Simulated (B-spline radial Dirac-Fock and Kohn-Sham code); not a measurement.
# Satellites and hypersatellites of the K lines of Mn⁴⁺

System: Mn⁴⁺, [Ar] 3d3.

Input file task.json (cfg lists n, l and occupation; rrms is the nuclear radius in fm):

```json
{"items": [{
  "Z": 25,
  "q": 4,
  "cfg": [[1, 0, 2], [2, 0, 2], [2, 1, 6], [3, 0, 2], [3, 1, 6], [3, 2, 3]],
  "A": 55,
  "rrms": 3.7057,
  "do": ["binding", "quiet", "double"]
}]}
```

Launch: `python xray_run.py task.json out`

The computed values come from a radial B-spline solver: Dirac-Fock energy differences between relaxed states, corrected for Breit and QED terms. Each two-hole energy is an average over J within one jj subconfiguration, not an observable level; in light atoms, where LS coupling holds, the j-resolved values are not observed lines, and for a K spectator the Kα1 hypersatellite is nearly forbidden. Correlation and solid-state effects are left out.

Lines without a spectator: Kα2 (K-L2) 5885.4 eV, Kα1 (K-L3) 5895.5 eV, Kβ3 (K-M2) 6492.9 eV, Kβ1 (K-M3) 6494.2 eV. Shifts in eV with one spectator hole (a dash: not computed, or left out as unreliable):

```
spectator hole     Kα2     Kα1    Kβ3    Kβ1
    L2 (2p1/2)  +23.60  +28.95      –  +68.8
    L3 (2p3/2)  +27.14  +25.93  +66.9      –
    M2 (3p1/2)       –   +2.22  +6.78  +8.34
    M3 (3p3/2)   +2.04       –  +8.01  +7.59
```

**Question.** Where does the K-L3 hypersatellite lie, emitted when both K electrons are missing?

**Answer.** +262.9 eV from the normal line, at 6158.4 eV. Removing both K electrons costs 13591.2 eV, which is 359.1 eV more than twice the K binding energy. In light atoms the observed hypersatellite is the ¹S₀ → ¹P₁ component, which lies below this average, and the triplet component is nearly forbidden.

With n spectator holes in 2p, averaged over the 2p shell (energies in eV):

```
n    KαLⁿ   step  hypersatellite KαʰLⁿ
0  5892.1      –                6154.4
1  5919.0  +26.9                6182.6
2  5947.2  +28.1                6212.0
3  5976.6  +29.4                6242.7
4  6007.2  +30.6                6274.6
5  6039.1  +31.9                6307.8
```
